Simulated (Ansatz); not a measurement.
**NaF: band gap under strain**

How does strain move the band edges of rocksalt NaF, and do the functionals agree on it? States: -0.5 % equal strain in all directions; +3.2 % biaxial strain in the (111) plane, free along [111]; -3.8 % shear in the xy plane.

The runs shown are made with Ansatz 0.2.0. PAW datasets, plane waves. Computed at 0 K without zero-point motion; spin polarisation is off.

### Step 1. Starting point

The unstrained cell was relaxed with r2SCAN; in each strained cell the atoms were relaxed again with r2SCAN. Names of k-points are those of the unstrained zone, where strain can split equivalent points. First state: -0.5 % equal strain in all directions.

The symmetry is Fm-3m (No. 225, cubic); conventional cell a = 4.571 Å, 11.94 Å³ an atom. Around Na lie 6 F at 2.29 Å; around F lie 6 Na at 2.29 Å.

Structure file:

```
CELL_PARAMETERS angstrom
0.00000 2.28568 2.28568
2.28568 0.00000 2.28568
2.28568 2.28568 0.00000
ATOMIC_POSITIONS crystal
Na 0.00000 0.00000 0.00000
F 0.50000 0.50000 0.50000
```

### Step 2. -0.5 % equal strain in all directions: PBE

input.yaml

```yaml
crystal:
  lattice:
    - [0.0, 2.2856822476, 2.2856822476]
    - [2.2856822476, 0.0, 2.2856822476]
    - [2.2856822476, 2.2856822476, 0.0]
  atoms:
    - { symbol: Na, position: [0.0, 0.0, 0.0] }
    - { symbol: F, position: [0.5, 0.5, 0.5] }
kpoints:
  mp_grid: { grid: [10, 10, 10] }
  band_path:
    path:
      - [0.0, 0.0, 0.0]
      - [0.5, 0.0, 0.5]
      - [0.625, 0.25, 0.625]
      - [0.375, 0.375, 0.75]
      - [0.5, 0.5, 0.5]
      - [0.5, 0.25, 0.75]
    npoints: 1
hamiltonian:
  xc: pbe
scf:
  occupations: { method: fermi_dirac, width: 0.02 }
  n_extra_bands: 4
output:
  forces: true
  stress: true
  eigenvalues: true
```

After this run come: -0.5 % equal strain in all directions: r2SCAN; -0.5 % equal strain in all directions: HSE06; +3.2 % biaxial strain in the (111) plane, free along [111]: PBE; +3.2 % biaxial strain in the (111) plane, free along [111]: r2SCAN; +3.2 % biaxial strain in the (111) plane, free along [111]: HSE06; -3.8 % shear in the xy plane: PBE; -3.8 % shear in the xy plane: r2SCAN; -3.8 % shear in the xy plane: HSE06.

Before running it: what results should come out?

**Answer**, as computed:

Least gap in eV (negative: overlap):

```
                                                     state   PBE  r2SCAN  HSE06
                     -0.5 % equal strain in all directions  6.54    7.37   8.73
+3.2 % biaxial strain in the (111) plane, free along [111]  6.14    6.96   8.30
                              -3.8 % shear in the xy plane  6.40    7.22   8.58
```

**Reading.** Where both were run, the HSE06 gap lies +2.16 to +2.19 eV from PBE's, each on its own k points. In PBE the gap is least under +3.2 % biaxial strain in the (111) plane, free along [111] (6.14 eV) and largest under -0.5 % equal strain in all directions (6.54 eV).
